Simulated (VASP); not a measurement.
# GaN (P6_3mc) in VASP: further runs

Aim: see how the results for GaN move with the level of theory and the settings. Levels: PBE, r2SCAN, RPBE. Tasks: relaxation of cell and atoms.

Everything below comes from runs of VASP 6.6.1. Logs are shortened: lines on timing, memory, paths and dates and some standing lists are left out, and cuts for length are marked.

## 1. Starting point

It takes space group P6_3mc (No. 186, hexagonal). The conventional cell has a = 3.180 Å, b = 3.180 Å, c = 5.166 Å, α = 90.00°, β = 90.00°, γ = 120.00°. Ga (site symmetry 3m) has 4 N at 1.94 to 1.95 Å as nearest neighbours. N (site symmetry 3m) has 4 Ga at 1.94 to 1.95 Å as nearest neighbours.

## 2. Relaxation of cell and atoms, PBE

File INCAR:

```
PREC = Accurate
ENCUT = 600
EDIFF = 1E-6
ISMEAR = 0
SIGMA = 0.03
LREAL = False
LASPH = True
NELM = 80
ALGO = Normal
ISIF = 3
LWAVE = False
LCHARG = False
GGA = PE
IBRION = 2
NSW = 90
EDIFFG = -0.01
```

File KPOINTS:

```
regular mesh
0
Gamma
  12 12 5
```

File POSCAR:

```
GaN
1.0
    3.1800000000      0.0000000000      0.0000000000
   -1.5900000000      2.7539607840      0.0000000000
    0.0000000000      0.0000000000      5.1660000000
Ga N
2 2
Direct
    0.3333333333      0.6666666667      0.0000000000
    0.6666666667      0.3333333333      0.5000000000
    0.3333333333      0.6666666667      0.3750000000
    0.6666666667      0.3333333333      0.8750000000
```

Potentials or basis: VASP PAW PBE potentials, release 64 (Ga_d, N).

On the command line:

```bash
$ cat potpaw_PBE.64/Ga_d/POTCAR potpaw_PBE.64/N/POTCAR > POTCAR
$ mpirun -np 1 vasp_std > vasp.out
```

OUTCAR:

```text
PREC = Accurate
   ENCUT = 600
   EDIFF = 1E-6
   ISMEAR = 0
   LREAL = False
   LASPH = True
   NELM = 80
   ISIF = 3
   GGA = PE
   IBRION = 2
   NSW = 90
   EDIFFG = -0.01

 ion  position               nearest neighbor table
   1  0.333  0.667  0.000-   3 1.94   4 1.95   4 1.95   4 1.95
   2  0.667  0.333  0.500-   4 1.94   3 1.95   3 1.95   3 1.95
   3  0.333  0.667  0.375-   1 1.94   2 1.95   2 1.95   2 1.95
   4  0.667  0.333  0.875-   2 1.94   1 1.95   1 1.95   1 1.95

  LATTYP: Found a hexagonal cell.
 ALAT       =     3.1800000000
 C/A-ratio  =     1.6245283019

  Lattice vectors:

 A1 = (   3.1800000000,   0.0000000000,   0.0000000000)
 A2 = (  -1.5900000000,   2.7539607840,   0.0000000000)
 A3 = (   0.0000000000,   0.0000000000,   5.1660000000)

Analysis of symmetry for initial positions (statically):
=====================================================================
 Subroutine PRICEL returns:
 Original cell was already a primitive cell.

 Routine SETGRP: Setting up the symmetry group for a
 hexagonal supercell.

 Subroutine GETGRP returns: Found 12 space group operations
 (whereof  6 operations were pure point group operations)
 out of a pool of 24 trial point group operations.

The static configuration has the point symmetry C_3v.
 The point group associated with its full space group is C_6v.

Analysis of symmetry for dynamics (positions and initial velocities):
=====================================================================
 Subroutine PRICEL returns:
 Original cell was already a primitive cell.

 Routine SETGRP: Setting up the symmetry group for a
 hexagonal supercell.

 Subroutine GETGRP returns: Found 12 space group operations
 (whereof  6 operations were pure point group operations)
 out of a pool of 24 trial point group operations.

The dynamic configuration has the point symmetry C_3v.
 The point group associated with its full space group is C_6v.

 Subroutine INISYM returns: Found 12 space group operations
 (whereof  6 operations are pure point group operations),
 and found     1 'primitive' translations

----------------------------------------------------------------------------------------

                                     Primitive cell

  volume of cell :      45.2417

  direct lattice vectors                    reciprocal lattice vectors
     3.180000000  0.000000000  0.000000000     0.314465409  0.181556688  0.000000000
    -1.590000000  2.753960784  0.000000000     0.000000000  0.363113377  0.000000000
     0.000000000  0.000000000  5.166000000     0.000000000  0.000000000  0.193573364

  length of vectors
     3.180000000  3.180000000  5.166000000     0.363113377  0.363113377  0.193573364

  position of ions in fractional coordinates (direct lattice)
     0.333333333  0.666666667  0.000000000
     0.666666667  0.333333333  0.500000000
     0.333333333  0.666666667  0.375000000
     0.666666667  0.333333333  0.875000000

  ion indices of the primitive-cell ions
   primitive index   ion index
                 1           1
                 2           2
                 3           3
                 4           4

----------------------------------------------------------------------------------------

 KPOINTS: regular mesh

Automatic generation of k-mesh.
 Grid dimensions read from file:
 generate k-points for:   12   12    5

 Generating k-lattice:

  Cartesian coordinates                     Fractional coordinates (reciprocal lattice)
     0.026205451  0.015129724  0.000000000     0.083333333  0.000000000  0.000000000
     0.000000000  0.030259448  0.000000000     0.000000000  0.083333333  0.000000000
     0.000000000  0.000000000  0.038714673     0.000000000  0.000000000  0.200000000

  Length of vectors
     0.030259448  0.030259448  0.038714673

  Shift w.r.t. Gamma in fractional coordinates (k-lattice)
     0.000000000  0.000000000  0.000000000

 Subroutine IBZKPT returns following result:
 ===========================================

 Found     57 irreducible k-points:

 Following reciprocal coordinates:
            Coordinates               Weight
  0.000000  0.000000  0.000000      1.000000
  0.083333  0.000000  0.000000      6.000000
  0.166667 -0.000000  0.000000      6.000000
  0.250000  0.000000  0.000000      6.000000
  0.333333  0.000000  0.000000      6.000000
  0.416667  0.000000  0.000000      6.000000
[... 16 lines left out ...]
  0.250000  0.000000  0.200000     12.000000
  0.333333  0.000000  0.200000     12.000000
 [... further k-points ...]
   k-points           NKPTS =     57   k-points in BZ     NKDIM =     57   number of bands    NBANDS=     22
   number of dos      NEDOS =    301   number of ions     NIONS =      4
   total plane-waves  NPLWV =  32928
   dimension x,y,z NGX =    28 NGY =   28 NGZ =   42
   dimension x,y,z NGXF=    56 NGYF=   56 NGZF=   84
   ions per type =               2   2
   NGX,Y,Z   is equivalent  to a cutoff of  14.64, 14.64, 13.52 a.u.
   NGXF,Y,Z  is equivalent  to a cutoff of  29.28, 29.28, 27.03 a.u.
 SYSTEM =  unknown system
   PREC   = accura    normal or accurate (medium, high low for compatibility)
   ISTART =      0    job   : 0-new  1-cont  2-samecut
   ICHARG =      2    charge: 1-file 2-atom 10-const
   ISPIN  =      1    spin polarized calculation?
   LNONCOLLINEAR =      F non collinear calculations
   LSORBIT =      F    spin-orbit coupling
   LASPH  =      T    aspherical Exc in radial PAW
   ENCUT  =  600.0 eV  44.10 Ry    6.64 a.u.   6.35  6.35 10.32*2*pi/ulx,y,z
   NELM   =     80;   NELMIN=  2; NELMDL= -5     # of ELM steps
   EDIFF  = 0.1E-05   stopping-criterion for ELM
   LREAL  =      F    real-space projection
   EDIFFG = -.1E-01   stopping-criterion for IOM
   NSW    =     90    number of steps for IOM
   IBRION =      2    ionic relax: 0-MD 1-quasi-New 2-CG
   NFREE  =      1    steps in history (QN), initial steepest desc. (CG)
   ISIF   =      3    stress and relaxation
   ISYM   =      2    0-nonsym 1-usesym 2-fastsym
   POTIM  = 0.5000    time-step for ionic-motion
   TEBEG  =    0.0;   TEEND  =   0.0 temperature during run
   PSTRESS=    0.0 pullay stress
   NELECT =      36.0000    total number of electrons
   NUPDOWN=      -1.0000    fix difference up-down
   EMIN   =  10.00;   EMAX   =-10.00  energy-range for DOS
   EFERMI =   0.00;   METHOD = LEGACY
   ISMEAR =     0;   SIGMA  =   0.03  broadening in eV -4-tet -1-fermi 0-gaus
   EFERMI_NEDOS =   21; number of points for ismear=-14 and -15
   IALGO  =     38    algorithm
   IMIX   =      4    mixing-type and parameters
     AMIX     =   0.40;   BMIX     =  1.00
     AMIX_MAG =   1.60;   BMIX_MAG =  1.00
  volume/ion in A,a.u.               =      11.31        76.33
  Fermi-wavevector in a.u.,A,eV,Ry     =   1.517036  2.866782 31.312427  2.301398
  Thomas-Fermi vector in A             =   2.626345
   LORBIT       =      0    0 simple, 1 ext, 2 COOP (PROOUT), +10 PAW based schemes
   GGA     = PE    functional components
   LHFCALC =     F    Hartree Fock is set to
   AEXX    =    0.0000 exact exchange contribution
   IVDW    =     0    specifies the selected vdW correction
   LEPSILON=     F    determine dielectric tensor
   LRPA    =     F    only Hartree local field effects (RPA)
 conjugate gradient relaxation of ions
 non-spin polarized calculation
 Gauss-broadening in eV      SIGMA  =   0.03
  energy-cutoff  :      600.00
  volume of cell :       45.24
 maximum number of plane-waves:      1529
 NGX is ok and might be reduce to    28
   NGX = 13   NGY = 13   NGZ = 21

--------------------------------------- Ionic step        1  -------------------------------------------

 number of electron      35.9999995 magnetization

 Free energy of the ion-electron system (eV)
  ---------------------------------------------------
  ext. energy  EPLUGINS =         0.00000000
  ---------------------------------------------------
  free energy    TOTEN  =       -24.28804515 eV

  energy without entropy =      -24.28804515  energy(sigma->0) =      -24.28804515

------------------------ aborting loop because EDIFF is reached ----------------------------------------

  FORCE on cell =-STRESS in cart. coord.  units (eV):
  Direction    XX          YY          ZZ          XY          YZ          ZX
  --------------------------------------------------------------------------------------
  -------------------------------------------------------------------------------------
  Total        1.8205718      1.8205718      2.4334264      0.0000000      0.0000000      0.0000000
  in kB       64.4731853     64.4731853     86.1766334      0.0000000      0.0000000      0.0000000
  external PRESSURE =      71.7076680 kB  Pullay stress =       0.0000000 kB

 VOLUME and BASIS-vectors are now :
 -----------------------------------------------------------------------------
  energy-cutoff  :      600.00
  volume of cell :       45.24
      direct lattice vectors                 reciprocal lattice vectors
     3.180000000  0.000000000  0.000000000     0.314465409  0.181556688  0.000000000
    -1.590000000  2.753960784  0.000000000     0.000000000  0.363113377  0.000000000
     0.000000000  0.000000000  5.166000000     0.000000000  0.000000000  0.193573364
[... 115 lines left out ...]
 POSITION                                       TOTAL-FORCE (eV/Angst)
 -----------------------------------------------------------------------------------
     -0.00000      1.85706      5.24178         0.000000     -0.000000     -0.012713
      1.60826      0.92853      2.61912         0.000000      0.000000     -0.012713
     -0.00000      1.85706      1.97053        -0.000000      0.000000      0.012713
      1.60826      0.92853      4.59319        -0.000000      0.000000      0.012713
 -----------------------------------------------------------------------------------
    total drift:                                0.000000      0.000001     -0.000611

  FREE ENERGIE OF THE ION-ELECTRON SYSTEM (eV)
  ---------------------------------------------------
  free  energy   TOTEN  =       -24.3282685625 eV

  energy  without entropy=      -24.3282685625  energy(sigma->0) =      -24.32826856

--------------------------------------- Ionic step        5  -------------------------------------------

 number of electron      36.0000002 magnetization

 Free energy of the ion-electron system (eV)
  ---------------------------------------------------
  ext. energy  EPLUGINS =         0.00000000
  ---------------------------------------------------
  free energy    TOTEN  =       -24.32829573 eV

  energy without entropy =      -24.32829573  energy(sigma->0) =      -24.32829573

 E-fermi :   5.1958     XC(G=0): -11.5190

 val. band max:        5.0178106811   @ k =   0.0000   0.0000   0.0000
 cond. band min:       6.7357145790   @ k =   0.0000   0.0000   0.0000
 fundamental gap:      1.7179038979
 Fermi energy:         5.1957534250

 k-point     1 :       0.0000    0.0000    0.0000
  band No.  band energies     occupation
      1     -10.7255      2.00000
      2      -9.8997      2.00000
      3      -8.4056      2.00000
      4      -8.3906      2.00000
      5      -8.3906      2.00000
      6      -8.3347      2.00000
[... 14 lines left out ...]
     21      14.0395      0.00000
     22      14.7528      0.00000
[... 552 lines left out ...]
  band No.  band energies     occupation
      1     -10.0128      2.00000
      2      -9.7791      2.00000
      3      -8.3466      2.00000
      4      -8.3121      2.00000
      5      -8.2684      2.00000
      6      -8.2068      2.00000
[... 14 lines left out ...]
     21      11.9650      0.00000
     22      13.0427      0.00000

 [... further k-points ...]

------------------------ aborting loop because EDIFF is reached ----------------------------------------

  FORCE on cell =-STRESS in cart. coord.  units (eV):
  Direction    XX          YY          ZZ          XY          YZ          ZX
  --------------------------------------------------------------------------------------
  -------------------------------------------------------------------------------------
  Total        0.0276367      0.0276367      0.0264826      0.0000000      0.0000000     -0.0000000
  in kB        0.9421180      0.9421180      0.9027758      0.0000000      0.0000000     -0.0000000
  external PRESSURE =       0.9290039 kB  Pullay stress =       0.0000000 kB

 VOLUME and BASIS-vectors are now :
 -----------------------------------------------------------------------------
  energy-cutoff  :      600.00
  volume of cell :       47.00
      direct lattice vectors                 reciprocal lattice vectors
     3.217148552  0.000000000  0.000000000     0.310834263  0.179460246  0.000000000
    -1.608574276  2.786132374 -0.000000000    -0.000000000  0.358920491  0.000000000
    -0.000000000 -0.000000000  5.243474682    -0.000000000  0.000000000  0.190713231

 POSITION                                       TOTAL-FORCE (eV/Angst)
 -----------------------------------------------------------------------------------
     -0.00000      1.85742      5.23949         0.000000      0.000000     -0.007304
      1.60857      0.92871      2.61775         0.000000      0.000000     -0.007304
     -0.00000      1.85742      1.97029        -0.000000     -0.000000      0.007304
      1.60857      0.92871      4.59202        -0.000000     -0.000000      0.007304
 -----------------------------------------------------------------------------------
    total drift:                                0.000000      0.000001      0.001014

  FREE ENERGIE OF THE ION-ELECTRON SYSTEM (eV)
  ---------------------------------------------------
  free  energy   TOTEN  =       -24.3282957324 eV

  energy  without entropy=      -24.3282957324  energy(sigma->0) =      -24.32829573

 reached required accuracy - stopping structural energy minimisation
```

It took 3.5 min on 1 thread of Intel Xeon Platinum 8259CL at 2.50GHz (Skylake/Cascade Lake), shared host; peak memory 0.22 GiB.

What came out:

```
Free energy                            : -24.3283 eV
Relaxed volume                         : 11.75 Å³/atom
Relaxed cell                           : a = 3.217 Å, b = 3.217 Å, c = 5.243 Å, α = 90.00°, β = 90.00°, γ = 120.00°
Space group after relaxing (to 0.05 Å) : P6_3mc (No. 186)
Energy gained by relaxing              : 10.1 meV/atom
Ionic steps                            : 5
Pressure after relaxing                : 0.1 GPa
Largest force after relaxing           : 0.007 eV/Å
Band gap on the k mesh                 : 1.72 eV, direct
```

Forces on the atoms (eV/Å):
```
Ga   0.000  0.000 -0.007
Ga   0.000  0.000 -0.007
N    0.000  0.000  0.007
N    0.000  0.000  0.007
```

The path:
| step | energy change (eV) | largest force (eV/Å) | pressure (GPa) | volume (Å³) |
| --- | --- | --- | --- | --- |
| 1 | 0.0000 | 0.1346 | 7.17 | 45.24 |
| 2 | -0.0118 | 0.0620 | -5.27 | 48.64 |
| 3 | -0.0402 | 0.0105 | -0.03 | 47.03 |
| 4 | -0.0402 | 0.0127 | 0.13 | 47.00 |
| 5 | -0.0403 | 0.0073 | 0.09 | 47.00 |

Final structure:
```yaml
crystal:
  lattice:
    - [3.21715, 0.00000, 0.00000]
    - [-1.60857, 2.78613, 0.00000]
    - [0.00000, 0.00000, 5.24347]
  atoms:
    - { symbol: Ga, position: [0.33333, 0.66667, 0.99924] }
    - { symbol: Ga, position: [0.66667, 0.33333, 0.49924] }
    - { symbol: N, position: [0.33333, 0.66667, 0.37576] }
    - { symbol: N, position: [0.66667, 0.33333, 0.87576] }
```

Levels at points of the mesh, in eV from the valence-band top:
| k point | band 14 | band 15 | band 16 | band 17 | band 18 | band 19 | band 20 | band 21 | band 22 |
| --- | --- | --- | --- | --- | --- | --- | --- | --- | --- |
| (0.00, 0.00, 0.00) | -1.00 | -1.00 | -0.04 | 0.00 | 0.00 | 1.72 | 4.07 | 9.02 | 9.73 |
| (0.50, 0.00, 0.00) | -5.19 | -4.07 | -2.64 | -2.12 | -0.96 | 4.99 | 5.38 | 5.97 | 8.35 |

## 3. Relaxation of cell and atoms, PBE

This run uses another cell than the first one, of 11.75 Å³/atom, 1.039 times its volume.

INCAR: that of step 2 with these lines changed.

```diff
@@ -2,3 +2,3 @@
 ENCUT = 600
-EDIFF = 1E-6
+EDIFF = 1E-7
 ISMEAR = 0
@@ -15,2 +15,2 @@
 NSW = 90
-EDIFFG = -0.01
+EDIFFG = -0.005
```

KPOINTS is that of step 2.

File POSCAR:

```
GaN                                     
1.0
    3.2171485523      0.0000000000      0.0000000000
   -1.6085742761      2.7861323740     -0.0000000000
   -0.0000000000     -0.0000000000      5.2434746824
  Ga              N             
     2     2
Direct
     0.3333333332999970    0.6666666667000030    0.9992400812562294
     0.6666666667000030    0.3333333332999970    0.4992400812562295
     0.3333333332999970    0.6666666667000030    0.3757599187437705
     0.6666666667000030    0.3333333332999970    0.8757599187437706
```

Potentials or basis: VASP PAW PBE potentials, release 64 (Ga_d, N).

On the command line:

```bash
$ cat potpaw_PBE.64/Ga_d/POTCAR potpaw_PBE.64/N/POTCAR > POTCAR
$ mpirun -np 1 vasp_std > vasp.out
```

Wall time 2.1 min (1 thread of Intel Xeon Platinum 8259CL at 2.50GHz (Skylake/Cascade Lake), shared host); peak memory 0.22 GiB.

The run converged. Its results:

| Item | Value |
| --- | --- |
| Free energy | -24.3308 eV |
| Relaxed volume | 11.76 Å³/atom |
| Relaxed cell | a = 3.218 Å, b = 3.218 Å, c = 5.244 Å, α = 90.00°, β = 90.00°, γ = 120.00° |
| Space group after relaxing (to 0.05 Å) | P6_3mc (No. 186) |
| Energy gained by relaxing | 0.0 meV/atom |
| Ionic steps | 3 |
| Pressure after relaxing | 0.0 GPa |
| Band gap on the k mesh | 1.72 eV, direct |

Forces on the atoms (eV/Å):
```
Ga   0.000  0.000 -0.002
Ga   0.000  0.000 -0.002
N    0.000  0.000  0.002
N    0.000  0.000  0.002
```

Final structure:
```yaml
crystal:
  lattice:
    - [3.21773, 0.00000, 0.00000]
    - [-1.60886, 2.78663, 0.00000]
    - [0.00000, 0.00000, 5.24405]
  atoms:
    - { symbol: Ga, position: [0.33333, 0.66667, 0.99919] }
    - { symbol: Ga, position: [0.66667, 0.33333, 0.49919] }
    - { symbol: N, position: [0.33333, 0.66667, 0.37581] }
    - { symbol: N, position: [0.66667, 0.33333, 0.87581] }
```

Levels at points of the mesh, in eV from the valence-band top:
```csv
k point,band 15,band 16,band 17,band 18,band 19,band 20,band 21,band 22
"(0.00, 0.00, 0.00)",-1.00,-0.04,0.00,0.00,1.72,4.07,9.02,9.73
"(0.50, 0.00, 0.00)",-4.07,-2.64,-2.12,-0.96,4.98,5.37,5.98,8.35
```

[end of part 1 of 2]
